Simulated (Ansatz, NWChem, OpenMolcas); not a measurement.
Errors in the dipole moment

10 molecules; the dipole moment in D, computed less measured. Shapes, held fixed at every level: PBE0-D4/def2-TZVP. No vibrational averaging. Dipoles are compared by magnitude; molecules under 1 D, whose direction can flip, are left out. Programs: Ansatz 0.2.0, NWChem 7.3.0, OpenMolcas 26.06. A level may come from different programs for different species; with the same settings they agree closely. Measured values: NIST CCCBDB.

Levels: A = B3LYP/6-31G* (Cartesian functions); B = B3LYP-D4/def2-TZVPP; C = wB97M-V/def2-TZVPP.

```tsv
molecule	measured	A	B	C
HF (hydrogen fluoride)	1.82	+0.02	+0.03	+0.02
HBS (hydrogen boron sulfide)	1.30	+0.24	+0.07	+0.13
HCN (hydrogen cyanide)	2.98	-0.08	+0.05	+0.06
AsF3 (arsenic trifluoride)	2.59	-0.32	-0.06	-0.06
PF3 (phosphorus trifluoride)	1.03	-0.05	+0.02	+0.04
CH3Cl (SMILES CCl)	1.87	+0.14	+0.01	+0.01
CHBrF2 (bromodifluoromethane)	1.50	-0.11	-0.13	-0.13
C3H4O (cyclopropanone)	2.67	+0.06	+0.27	+0.27
C2H7N (dimethylamine)	1.03	-0.04	-0.10	-0.07
C3H6O (acetone)	2.88	-0.09	+0.11	+0.11
```

(1) Which level does best on this set, which worst, and which err to one side?

Answers

(1) 
| level | kind | mean error | mean absolute error | worst case |
| --- | --- | --- | --- | --- |
| B3LYP/6-31G* (Cartesian functions) | global hybrid | -0.023 | 0.115 | AsF3 |
| B3LYP-D4/def2-TZVPP | global hybrid | +0.027 | 0.085 | C3H4O |
| wB97M-V/def2-TZVPP | range-separated hybrid | +0.038 | 0.090 | C3H4O |

On this set B3LYP-D4/def2-TZVPP has the smallest mean absolute error and B3LYP/6-31G* (Cartesian functions) the largest. Without AsF3 the largest would be that of wB97M-V/def2-TZVPP. B3LYP-D4/def2-TZVPP is too high in 7 of 10; wB97M-V/def2-TZVPP is too high in 7 of 10. The levels differ in basis as well as in method. The smallest two are near a tie. The largest two are near a tie. Relativity is left out for As, Br. The set is small.
